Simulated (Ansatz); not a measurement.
Crystal: BaTiO3.

```
CELL_PARAMETERS angstrom
-3.99980 0.00000 0.00000
0.00000 0.00000 -4.01800
0.00000 -7.99960 0.00000
ATOMIC_POSITIONS crystal
Ba 0.00144 0.02304 0.50759
Ba 0.99856 0.97696 0.99241
Ti 0.48033 0.56319 0.23580
Ti 0.51967 0.47281 0.76420
O 0.49380 0.96597 0.25815
O 0.50620 0.00203 0.74185
O 0.50761 0.49933 0.50744
O 0.49239 0.47067 0.99256
O 0.01522 0.48841 0.27113
O 0.98478 0.48159 0.72887
```

```yaml
Program: Ansatz 0.2.0
Task: relaxation of cell and atoms
Functional: BLYP
Dispersion: D3(BJ)
Potentials_or_basis: Ansatz PAW
Cutoff: "420 eV (not typed: the program's choice for these potentials)"
k_mesh: 7 × 7 × 4
Occupations: fermi-dirac, width 0.05 eV
Spin: no spin polarisation
```

At the start: volume 12.86 Å³/atom.

How do energy, volume and symmetry change on relaxing?

It ends after 9 steps and the volume is 13.04 Å³/atom (+1.4 %); space group Cmc2_1 (No. 36, to 0.05 Å).

The path:
```tsv
step	energy change (eV)	largest force (eV/Å)	volume (Å³)
1	0.0000	6.8585	128.56
2	-1.4641	2.6847	132.43
3	-1.6161	0.0734	122.75
4	-1.7808	0.0626	130.03
5	-1.7826	0.0164	130.21
6	-1.7824	0.0039	130.29
7	-1.7905	0.0039	130.29
8	-1.7903	0.0013	130.41
9	-1.7907	0.0013	130.41
```

Final structure:
```yaml
crystal:
  lattice:
    - [-3.99927, 0.00002, 0.00262]
    - [0.00263, 0.00000, -4.00145]
    - [0.00003, -8.14940, 0.00001]
  atoms:
    - { symbol: Ba, position: [0.99796, 0.99651, 0.50525] }
    - { symbol: Ba, position: [0.00202, 0.99227, 0.00525] }
    - { symbol: Ti, position: [0.48756, 0.50729, 0.26299] }
    - { symbol: Ti, position: [0.51241, 0.48149, 0.76300] }
    - { symbol: O, position: [0.50611, 0.98476, 0.24578] }
    - { symbol: O, position: [0.49390, 0.00406, 0.74578] }
    - { symbol: O, position: [0.49972, 0.49470, 0.49025] }
    - { symbol: O, position: [0.50029, 0.49411, 0.99025] }
    - { symbol: O, position: [0.00925, 0.48800, 0.24572] }
    - { symbol: O, position: [0.99079, 0.50081, 0.74573] }
```

Caveat: the plane-wave basis is chosen anew once the cell has moved, so the energies of steps on either side of that aren't comparable; the pressure holds a Pulay correction of +0.6 GPa for the finite cutoff; the PAW data sets come from PBE, with cores solved anew for the run's functional, which leaves a small shift of forces and pressure.
